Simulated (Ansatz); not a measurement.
# Honeycomb PN bilayer (like faces together) in a perpendicular field

Aim: how the honeycomb PN bilayer (like faces together) screens a field along its normal, and what the field does to its bands. A positive field points along +c.

Main program and level: Ansatz 0.2.0; plane-wave DFT, r2SCAN-D4, Ansatz PAW, in the first sound run; inputs show where later runs differ.

Report form: the programs' logs are mostly left out.

## 1. Set-up

The cell holds 4 atoms: 2 N and 2 P. Cell: a = 2.730 Å, b = 2.730 Å, c = 40.820 Å, α = 90.0°, β = 90.0°, γ = 120.0°. Regions: layer 1: honeycomb PN, 2 atoms (1 N and 1 P); layer 2: honeycomb PN, 2 atoms (1 N and 1 P). Vacuum lies along c.

## 2. Relaxing the slab

The starting cell is a guess, so the in-plane lattice and the atoms are relaxed first, with the slab cut off from its images along the normal.

File input.yaml:

```yaml
crystal:
  lattice:
    - [2.73, 0.0, 0.0]
    - [-1.365, 2.3642493523, 0.0]
    - [0.0, 0.0, 40.8199999985]
  atoms:
    - { symbol: "N", position: [0.6666666667, 0.3333333333, 0.4397354238] }
    - { symbol: P, position: [0.3333333333, 0.6666666667, 0.4608035277] }
    - { symbol: "N", position: [0.0, 0.0, 0.5602645762] }
    - { symbol: P, position: [0.6666666667, 0.3333333333, 0.5391964723] }
  periodic: [true, true, false]
kpoints:
  mp_grid: { grid: [12, 12, 1] }
hamiltonian:
  xc: r2scan
  dispersion: d4
scf:
  occupations: { method: fermi_dirac, width: 0.05 }
  convergence: { dr2_threshold: 1.0e-09 }
relax:
  f_tol: 0.004
  max_steps: 90
  cell: {}
output:
  write_potential: true
  write_density: true
  volumetric_format: npy
```

On the command line:

```sh
$ ansatz run input.yaml --threads 2 --pin off --max-ram 3072MiB --backend cpu --events-out ev --progress --plain --runs-dir out
```

The job ended after 76 s (2 threads of Arm Neoverse V1, shared host; peak memory 0.89 GiB).

Relaxation path:

```csv
step,energy less that of the first step (eV),largest force component (eV/Å),volume (Å³)
1,0.0000,0.6908,263.47
2,-0.0738,0.1818,263.68
3,-0.0900,0.0834,260.31
4,-0.0918,0.0134,259.31
5,-0.0920,0.0060,259.61
6,-0.0920,0.0005,259.56
7*,-0.0918,0.0004,259.56
```

Relaxation steps marked * repeat the geometry before them on a plane-wave basis chosen anew for their cell, so energy and pressure can jump there.

Forces are held to the 6 operations that the run works with; a distortion that breaks them can't arise in this run.

```csv
cell as run,before,after,change
a (Å),2.730,2.710,-0.7 %
b (Å),2.730,2.710,-0.7 %
```

The atoms that moved most (Å, along periodic axes as changes of fractional coordinates times the final cell, across vacuum about the mean position):

```
atom     dx     dy      dz  length
  P4  0.000  0.000   0.328   0.328
  P2  0.000  0.000  -0.328   0.328
  N1  0.000  0.000  -0.314   0.314
  N3  0.000  0.000   0.314   0.314
```

The relaxed structure:

```xyz
4
Lattice="2.7097 0.0000 0.0000 -1.3548 2.3466 0.0000 0.0000 0.0000 40.8200" Properties=species:S:1:pos:R:3
N     1.3548    0.7822   17.6358
P     0.0000    1.5644   18.4818
N     0.0000    0.0000   23.1841
P     1.3548    0.7822   22.3383
```

The lattice constant a goes from 2.730 to 2.710 Å.

## 3. Single point, field 0

A sawtooth potential applies the field, turning back in the middle of the vacuum. With the dipole correction the typed value is the field outside the slab. The induced dipole is small, so the SCF threshold is tight.

The cell differs from the one that the last finished run ended in (c 40.820 → 23.548 Å).

File input.yaml:

```yaml
crystal:
  lattice:
    - [2.7096501663, 0.0, 0.0]
    - [-1.3548250831, 2.3466258794, 0.0]
    - [0.0, 0.0, 23.548299378]
  atoms:
    - { symbol: "N", position: [0.6666666667, 0.3333333333, 0.3821932045] }
    - { symbol: P, position: [0.3333333333, 0.6666666667, 0.4181204671] }
    - { symbol: "N", position: [0.0, 0.0, 0.6178067955] }
    - { symbol: P, position: [0.6666666667, 0.3333333333, 0.5818869923] }
kpoints:
  mp_grid: { grid: [18, 18, 1] }
  band_path:
    path: [[0, 0, 0], [0.5, 0, 0], [0.33333333, 0.33333333, 0], [0, 0, 0]]
    npoints: 16
hamiltonian:
  xc: r2scan
  dispersion: d4
scf:
  occupations: { method: fermi_dirac, width: 0.05 }
  convergence: { dr2_threshold: 1.0e-10 }
efield:
  axis: 3
  dipole_correction: true
  ramp_position: 0.97
  ramp_width: 0.06
  amplitude: 0
output:
  dos: { projected: true, e_range: [-6, 5] }
  bader: true
  write_potential: true
  write_density: true
  volumetric_format: npy
  elf: true
```

Elapsed: 38 s, on 2 threads; peak memory 0.64 GiB.

This step gave:

```yaml
dipole_along_the_normal: -5.91e-4 e·Å
gap_along_the_path: 1.689 eV
smallest_direct_gap_along_the_path: 2.651 eV
ionisation_energy_upper_face: 7.165 eV
electron_affinity_upper_face: 5.476 eV
gap_the_smaller_of_path_and_mesh: 1.689 eV
```

Running mean over a fixed 2.7 Å (it still follows the layers) of the planar mean; the ramp of the sawtooth is left out. Electron's electrostatic potential energy less the Fermi level against z:

| z (Å) | electron's electrostatic potential energy less the Fermi level (eV) |
| --- | --- |
| 3.5 | 6.26 |
| 4.0 | 6.26 |
| 4.5 | 6.26 |
| 5.0 | 6.26 |
| 5.5 | 6.25 |
| 6.0 | 6.24 |
| 6.5 | 6.18 |
| 7.0 | 5.80 |
| 7.5 | 3.80 |
| 8.0 | -0.237 |
| 8.5 | -5.14 |
| 9.0 | -9.22 |
| 9.5 | -10.7 |
| 10.0 | -10.2 |
| 10.5 | -7.25 |
| 11.0 | -2.88 |
| 11.5 | 1.19 |
| 12.0 | 1.43 |
| 12.5 | -2.43 |
| 13.0 | -6.85 |
| 13.5 | -10.0 |
| 14.0 | -10.7 |
| 14.5 | -9.47 |
| 15.0 | -5.59 |
| 15.5 | -0.680 |
| 16.0 | 3.50 |
| 16.5 | 5.74 |
| 17.0 | 6.18 |
| 17.5 | 6.26 |
| 18.0 | 6.27 |
| 18.5 | 6.27 |
| 19.0 | 6.27 |
| 19.5 | 6.27 |
| 20.0 | 6.27 |
| 20.5 | 6.27 |

The density of states has structure finer than the step of the table below, so its rows give means over 0.2 eV, whole bins alone (the curve runs from -6 to 2.79 eV). Peaks (eV: height): -5.31: 3.51, -2.14: 4.94, -2.03: 4.13, -1.67: 6.00, -0.95: 5.59, 1.83: 2.69.

Density of states against energy, zero at the Fermi level of the run, which the smearing sets inside the gap; means over each step:

```csv
energy (eV),density of states (states/eV a cell)
-5.8,2.49
-5.6,2.27
-5.4,2.52
-5.2,2.12
-5.0,1.84
-4.8,1.53
-4.6,1.38
-4.4,0.808
-4.2,0.647
-4.0,0.325
-3.8,0
-3.6,0
-3.4,0
-3.2,0
-3.0,0
-2.8,0
-2.6,0.507
-2.4,1.35
-2.2,2.87
-2.0,3.34
-1.8,3.63
-1.6,2.54
-1.4,1.12
-1.2,1.53
-1.0,3.02
-0.8,0.114
-0.6,0
-0.4,0
-0.2,0
0.0,0
0.2,0
0.4,0
0.6,0
0.8,0.141
1.0,0.813
1.2,0.995
1.4,1.16
1.6,2.10
1.8,2.45
2.0,1.60
2.2,1.28
2.4,1.07
2.6,0.927
```

Projected DOS per atom over height of the atomic layer and energy from the Fermi level. Layers: N P P N from below.

Ten even steps from '_' (0.00 states/eV) to '@' (0.93 states/eV), each cell a mean:
```
..::::..
::----::
==++++==
::----::
........
________
________
________
________
++====**
::::----
@@@@@@%%
++@@%%==
......__
________
________
________
::____::
++....++
##::::##
@@----@@
%%====@@
```
Columns: height of the atomic layer (Å) from 9 to 14.5 (not evenly spaced); rows upwards: energy from the Fermi level (eV) from -5.96 to 2.77.

The electronic bands at the labelled points (eV, zero at the Fermi level of the run, which the smearing sets inside the gap):

```csv
point,band 7,band 8,band 9,band 10,band 11,band 12,band 13,band 14
Γ,-3.95,-3.95,-2.58,-1.53,4.02,4.67,6.11,6.11
halfway,-5.21,-5.20,-1.81,-0.94,2.79,2.89,6.11,6.95
M,-5.40,-5.33,-2.67,-2.40,0.80,0.92,5.16,5.64
halfway,-4.96,-4.90,-2.42,-2.18,1.68,1.82,5.88,5.96
K,-4.42,-4.40,-2.12,-2.09,1.39,1.45,5.39,5.42
halfway,-6.43,-6.42,-1.66,-0.89,3.59,3.66,5.86,5.91
Γ,-3.95,-3.95,-2.58,-1.53,4.02,4.67,6.11,6.11
```

ELF in the ca plane at fractional y = 0.333, with atoms of N and P within 0.2 Å of it. It is the smooth field of the valence electrons, not physical close to the nuclei.

Values, 5 rows by 16 columns, each cell a mean:
```
0.00 0.00 0.00 0.00 0.00 0.07 0.61 0.76 0.57 0.22 0.17 0.90 0.46 0.42 0.07 0.00
0.00 0.00 0.00 0.00 0.00 0.15 0.79 0.55 0.48 0.06 0.25 0.97 0.11 0.22 0.02 0.00
0.00 0.00 0.00 0.00 0.00 0.07 0.59 0.76 0.58 0.26 0.16 0.89 0.47 0.41 0.06 0.00
0.00 0.00 0.00 0.00 0.00 0.01 0.10 0.38 0.54 0.70 0.09 0.35 0.51 0.64 0.30 0.02
0.00 0.00 0.00 0.00 0.00 0.01 0.10 0.38 0.54 0.70 0.09 0.35 0.51 0.64 0.31 0.02
```
Columns run along c (16.0 Å, from fractional 0.06 to 0.74 of the cell), rows up along a (2.7 Å). Atoms in or near the plane, at fractional coordinates: N at (0.38, 0.67), P at (0.58, 0.67).

Valence density in the ca plane at fractional y = 0.333, with atoms of N and P within 0.2 Å of it. It is the smooth field of the valence electrons, not physical close to the nuclei.

Values in e/Å³, 5 rows by 16 columns, each cell a mean:
```
0.0 0.0 0.0 0.0 0.0 0.0 0.1 1.6 0.8 0.1 0.0 0.4 0.6 0.4 0.0 0.0
0.0 0.0 0.0 0.0 0.0 0.0 0.2 2.9 1.2 0.1 0.0 0.6 0.3 0.3 0.0 0.0
0.0 0.0 0.0 0.0 0.0 0.0 0.1 1.5 0.8 0.1 0.0 0.4 0.6 0.4 0.0 0.0
0.0 0.0 0.0 0.0 0.0 0.0 0.0 0.3 0.5 0.2 0.0 0.2 0.5 0.5 0.1 0.0
0.0 0.0 0.0 0.0 0.0 0.0 0.0 0.3 0.5 0.2 0.0 0.2 0.5 0.5 0.1 0.0
```
Columns run along c (16.0 Å, from fractional 0.06 to 0.74 of the cell), rows up along a (2.7 Å). Atoms in or near the plane, at fractional coordinates: N at (0.38, 0.67), P at (0.58, 0.67).

Electrostatic potential energy in the ca plane at fractional y = 0.333, with atoms of N and P within 0.2 Å of it. With pseudopotentials it is smooth inside the atoms' cores, unlike the true potential.

Ten even steps from '0' (-56 eV) to '9' (5 eV), each cell a mean:
```
99999999999999999998656788999998632478999999
99999999999999999997103789999998300168999999
99999999999999999996002789999998200058999999
99999999999999999997214789999998400168999999
99999999999999999999767778999999744679999999
99999999999999999999886568999999877788999999
99999999999999999999986568999999888878999999
99999999999999999999887678999999877788999999
```
Columns run along c (16.0 Å, from fractional 0.06 to 0.74 of the cell; values clipped at the 3rd and 97th percentile), rows up along a (2.7 Å). Atoms in or near the plane, at fractional coordinates: N at (0.38, 0.67), P at (0.58, 0.67).

The gap is 1.69 eV, with the valence edge 7.17 eV and the conduction edge 5.48 eV under the upper vacuum level.

## 4. Single point, field 0.1 V/Å

Changes to input.yaml since step 3:

```diff
@@ -24,8 +24,6 @@
   dipole_correction: true
-  ramp_position: 0.97
-  ramp_width: 0.06
-  amplitude: 0
+  ramp_position: 0.9325
+  ramp_width: 0.135
+  amplitude: 0.1
 output:
-  dos: { projected: true, e_range: [-6, 5] }
-  bader: true
   write_potential: true
@@ -33,2 +31 @@
   volumetric_format: npy
-  elf: true
```

The job ended after 18 s (2 threads; peak memory 0.64 GiB).

The dipole is 0.0198 e·Å, and the gap 1.651 eV.

## 5. Atoms held, field -0.1 V/Å

Changes to input.yaml since step 4:

```diff
@@ -26,3 +26,3 @@
   ramp_width: 0.135
-  amplitude: 0.1
+  amplitude: -0.1
 output:
```

The job ended after 18 s (2 threads; peak memory 0.63 GiB; 36 s of CPU time).

The dipole is -0.0210 e·Å, and the gap 1.666 eV.

## 6. Single point, field 0.5 V/Å

Changes to input.yaml since step 5:

```diff
@@ -24,5 +24,5 @@
   dipole_correction: true
-  ramp_position: 0.9325
-  ramp_width: 0.135
-  amplitude: -0.1
+  ramp_position: 0.8631
+  ramp_width: 0.2738
+  amplitude: 0.5
 output:
```

It took 19 s on 2 threads; peak memory 0.63 GiB; 37 s of CPU time.

The dipole is 0.102 e·Å, and the gap 1.312 eV.

## 7. Atoms held, field -0.3 V/Å

Changes to input.yaml since step 6:

```diff
@@ -24,6 +24,8 @@
   dipole_correction: true
-  ramp_position: 0.8631
-  ramp_width: 0.2738
-  amplitude: 0.5
+  ramp_position: 0.9294
+  ramp_width: 0.1411
+  amplitude: -0.3
 output:
+  dos: { projected: true, e_range: [-6, 5] }
+  bader: true
   write_potential: true
@@ -31 +33,2 @@
   volumetric_format: npy
+  elf: true
```

Wall time 38 s (2 threads); peak memory 0.63 GiB.

The dipole is -0.0619 e·Å, and the gap 1.525 eV.

## 8. Response, atoms held

This step: plane-wave DFT, r2SCAN-D4, Ansatz PAW; response to a field along the normal, atoms held (Ansatz 0.2.0).

The dipoles give the slope, and the difference of two potentials shows where the field is screened.

Numbers from this step:

```
equivalent conductor thickness p/(ε₀AE) : 5.807 Å
distance between the outer atoms        : 5.548 Å
```

Dipole of the cell against applied field:

```
applied field (V/Å)  dipole of the cell (e·Å)
             -0.300                   -0.0619
             -0.100                   -0.0210
              0.000                   -5.9e-4
              0.100                    0.0198
              0.500                     0.102
```

Local field over the applied field, running mean. From the potentials at -0.1 and 0.1 V/Å; running mean over 2.5 Å. Table of local field over applied field by z:

```csv
z (Å),local field over applied field
4.5,1.000
5.0,0.999
5.5,0.996
6.0,0.987
6.5,0.959
7.0,0.887
7.5,0.755
8.0,0.589
8.5,0.412
9.0,0.264
9.5,0.169
10.0,0.175
10.5,0.257
11.0,0.359
11.5,0.412
12.0,0.414
12.5,0.367
13.0,0.268
13.5,0.182
14.0,0.165
14.5,0.253
15.0,0.396
15.5,0.572
16.0,0.740
16.5,0.877
17.0,0.954
17.5,0.985
18.0,0.995
18.5,0.999
19.0,1.000
```

The induced electron density oscillates, so the rows of the table below give means over windows of 0.5 Å about each position, cut where the curve ends. Its maxima inside the range that stand out by 2 % of the span (Å: e/Å³ per V/Å): 8.24: 0.00384, 9.16: 0.00180, 10.20: 1.6e-4, 12.56: 0.00300, 13.87: 0.00118, 14.65: -0.00101. Its minima: 8.90: 0.00100, 9.68: -0.00115, 10.99: -0.00301, 13.34: -1.5e-4, 14.39: -0.00184, 15.31: -0.00383.

Electrons, planar mean, per unit field. The induced electron density by z; means over each step:

```
z (Å)  induced electron density (e/Å³ per V/Å)
  4.5                                   1.3e-6
  5.0                                   4.6e-6
  5.5                                   1.6e-5
  6.0                                   5.7e-5
  6.5                                   1.9e-4
  7.0                                   5.9e-4
  7.5                                  0.00160
  8.0                                  0.00323
  8.5                                  0.00299
  9.0                                  0.00140
  9.5                                  -4.3e-5
 10.0                                  -4.3e-4
 10.5                                 -0.00115
 11.0                                 -0.00281
 11.5                                 -0.00135
 12.0                                  0.00113
 12.5                                  0.00275
 13.0                                  0.00139
 13.5                                   3.5e-4
 14.0                                   3.1e-4
 14.5                                 -0.00143
 15.0                                 -0.00274
 15.5                                 -0.00334
 16.0                                 -0.00175
 16.5                                  -6.6e-4
 17.0                                  -2.1e-4
 17.5                                  -6.4e-5
 18.0                                  -1.9e-5
 18.5                                  -5.3e-6
 19.0                                  -1.5e-6
```

The smaller of the gaps on the path and on the k-mesh, counted as 0 under 0.03 eV. The gap by applied field:

```csv
applied field (V/Å),gap (eV)
-0.300,1.52
-0.100,1.67
0.000,1.69
0.100,1.65
0.500,1.31
```

By hand: between -0.1 and 0.1 V/Å the dipole changes by 0.04081 e·Å, a slope of 0.2041 e·Å²/V. A perfect conductor of thickness t has p = ε₀AEt, so t = 180.95 × 0.2041 / 6.359 = 5.81 Å (e/ε₀ = 180.95 V·Å, A in Å²).

The induced dipole is that of a conductor 5.81 Å thick.

## 9. Same geometry, cutoff 420 eV, functional LDA

This step: plane-wave DFT, LDA, Ansatz PAW (Ansatz 0.2.0).

The geometry is kept and the functional is LDA; other changes against the main runs: SCF threshold 1.0e-10 → 1.0e-09 eV, cutoff 500 → 420, k-mesh 18×18×1 → 12×12×1 and no dispersion term, which doesn't act on the electrons.

File input.yaml:

```yaml
crystal:
  lattice:
    - [2.7096501663, 0.0, 0.0]
    - [-1.3548250831, 2.3466258794, 0.0]
    - [0.0, 0.0, 23.548299378]
  atoms:
    - { symbol: "N", position: [0.6666666667, 0.3333333333, 0.3821932045] }
    - { symbol: P, position: [0.3333333333, 0.6666666667, 0.4181204671] }
    - { symbol: "N", position: [0.0, 0.0, 0.6178067955] }
    - { symbol: P, position: [0.6666666667, 0.3333333333, 0.5818869923] }
kpoints:
  mp_grid: { grid: [12, 12, 1] }
hamiltonian:
  xc: lda
scf:
  occupations: { method: fermi_dirac, width: 0.05 }
  convergence: { dr2_threshold: 1.0e-09 }
efield:
  axis: 3
  dipole_correction: true
  ramp_position: 0.9325
  ramp_width: 0.135
  amplitude: 0.1
output:
  write_potential: true
  write_density: true
  volumetric_format: npy
```

Run time: 3.9 s. Hardware: 2 threads; peak memory 0.33 GiB; 7.5 s of CPU time.

This step gave:

```
dipole along the normal : 0.02021 e·Å
```

The dipole is 0.0202 e·Å.

## 10. Same geometry, cutoff 420 eV, functional LDA (run 2)

The same run in the opposite field.

Changes to input.yaml since step 9:

```diff
@@ -22,3 +22,3 @@
   ramp_width: 0.135
-  amplitude: 0.1
+  amplitude: -0.1
 output:
```

Wall time 3.9 s (2 threads); peak memory 0.33 GiB; 7.6 s of CPU time.

The dipole is -0.0217 e·Å.

## 11. Response at this level

This step: plane-wave DFT, LDA, Ansatz PAW; response to a field along the normal, atoms held (Ansatz 0.2.0).

The two signs of the field give the slope at this level.

Numbers from this step:

* equivalent conductor thickness p/(ε₀AE): 5.959 Å

The induced dipole is that of a conductor 5.96 Å thick.

## 12. Same geometry, cutoff 420 eV, functional PBE

This step: plane-wave DFT, PBE, Ansatz PAW (Ansatz 0.2.0).

The geometry is kept and the functional is PBE; other changes against the main runs: SCF threshold 1.0e-10 → 1.0e-09 eV, cutoff 500 → 420, k-mesh 18×18×1 → 12×12×1 and no dispersion term, which doesn't act on the electrons.

Changes to input.yaml since step 10:

```diff
@@ -13,3 +13,3 @@
 hamiltonian:
-  xc: lda
+  xc: pbe
 scf:
@@ -22,3 +22,3 @@
   ramp_width: 0.135
-  amplitude: -0.1
+  amplitude: 0.1
 output:
```

Wall time 4.1 s (2 threads); peak memory 0.34 GiB.

The dipole is 0.0201 e·Å.

## 13. Same geometry, cutoff 420 eV, functional PBE (run 2)

Changes to input.yaml since step 12:

```diff
@@ -22,3 +22,3 @@
   ramp_width: 0.135
-  amplitude: 0.1
+  amplitude: -0.1
 output:
```

Wall time 4.1 s (2 threads); peak memory 0.34 GiB; 8 s of CPU time.

The dipole is -0.0214 e·Å.

## 14. Response at this level

This step: plane-wave DFT, PBE, Ansatz PAW; response to a field along the normal, atoms held (Ansatz 0.2.0).

The induced dipole is that of a conductor 5.91 Å thick.

## 15. Same geometry, cutoff 500 eV, functional r2SCAN

This step: plane-wave DFT, r2SCAN, Ansatz PAW (Ansatz 0.2.0).

The geometry is kept and the functional is r2SCAN; other changes against the main runs: SCF threshold 1.0e-10 → 1.0e-09 eV, k-mesh 18×18×1 → 12×12×1 and no dispersion term, which doesn't act on the electrons.

Changes to input.yaml since step 13:

```diff
@@ -13,3 +13,3 @@
 hamiltonian:
-  xc: pbe
+  xc: r2scan
 scf:
@@ -22,3 +22,3 @@
   ramp_width: 0.135
-  amplitude: -0.1
+  amplitude: 0.1
 output:
```

The job ended after 8.6 s (2 threads; peak memory 0.56 GiB; 17 s of CPU time).

The dipole is 0.0198 e·Å.

## 16. Same geometry, cutoff 500 eV, functional r2SCAN (run 2)

Changes to input.yaml since step 15:

```diff
@@ -22,3 +22,3 @@
   ramp_width: 0.135
-  amplitude: 0.1
+  amplitude: -0.1
 output:
```

It took 9.5 s on 2 threads; peak memory 0.57 GiB.

The dipole is -0.0210 e·Å.

## 17. Response at this level

This step: plane-wave DFT, r2SCAN, Ansatz PAW; response to a field along the normal, atoms held (Ansatz 0.2.0).

The induced dipole is that of a conductor 5.81 Å thick.

(Continued in part 2 of 2.)

[Logs are printed without paths, hosts, clocks, repeated set-up lines and the standing remarks that a program may print on its own settings, such as how far it seeks lower states.]

[Hosts, paths, dates, database ids (printed as entryN), source tags and the programs' standing remarks are cut or masked in the printed files.]

[Maps of the electrostatic potential energy from Ansatz leave out the sawtooth potential of an applied field or a dipole correction, so their vacuum need not be flat; planar profiles and work functions include it.]

[The density of states shown here was stored with 400 of the rows of the run's finer table, so its peaks can read low, often by over a quarter, or be missed, and its means over a window can be off by a tenth or more.]
